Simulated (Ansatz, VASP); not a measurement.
# One calculation of ZnO, two programs

The input INCAR:

```
SYSTEM = ZnO
  PREC = Accurate
  ENCUT = 520
  EDIFF = 1E-6
  ISMEAR = 0
  SIGMA = 0.05
  LREAL = .False.
  LASPH = .True.
  NELM = 100
  ALGO = Normal
  ISIF = 2
  LWAVE = .False.
  LCHARG = .False.
  GGA = PS
  NBANDS = 16
```

File KPOINTS:

```
Automatic mesh
0
Gamma
  6 6 6
  0 0 0
```

The input POSCAR:

```
ZnO
1.0
    2.6797503601      0.0000000000      0.0000000000
    0.0000000000      2.6797503601      0.0000000000
    0.0000000000      0.0000000000      2.6797503601
Zn O
1 1
Direct
    0.0000000000      0.0000000000      0.0000000000
    0.5000000000      0.5000000000      0.5000000000
```

Input for Ansatz:

```yaml
crystal:
  lattice:
    - [2.6797503601, 0.0, 0.0]
    - [0.0, 2.6797503601, 0.0]
    - [0.0, 0.0, 2.6797503601]
  atoms:
    - { symbol: Zn, position: [0.0, 0.0, 0.0] }
    - { symbol: O, position: [0.5, 0.5, 0.5] }
basis:
  ecutwfc: 420
kpoints:
  mp_grid: { grid: [6, 6, 6] }
hamiltonian:
  xc: pbesol
scf:
  occupations: { method: gaussian, width: 0.05 }
output:
  forces: true
  stress: true
  eigenvalues: true
```

Measurements of this composition are mostly on another form, of space group No. 186.

Alike in both runs: task single point; functional PBEsol; k mesh 6 × 6 × 6; occupations gaussian, width 0.05 eV; no spin polarisation.

|  | VASP | Ansatz |
| --- | --- | --- |
| version | VASP 6.6.1 | Ansatz 0.2.0 |
| potentials or method | VASP PAW PBE potentials, release 64 (Zn, O) | scalar-relativistic, plane waves, PAW |
| plane-wave cutoff (eV) | 520 | 420 |
| valence electrons in the cell | 18 | 18 |

|  | VASP | Ansatz | Ansatz less VASP |
| --- | --- | --- | --- |
| gap on the k mesh at the Fermi level (eV) | none | none | - |
| pressure (GPa) | -5.7 | -6.5 | -0.84 |

A gap of «none» marks a metal or a gap that the smearing closes.

Caveats: the k mesh is coarse (spacing up to 0.39 Å⁻¹), so the values aren't converged; the PAW data sets were made with another functional, which shifts forces and pressure a little (VASP).
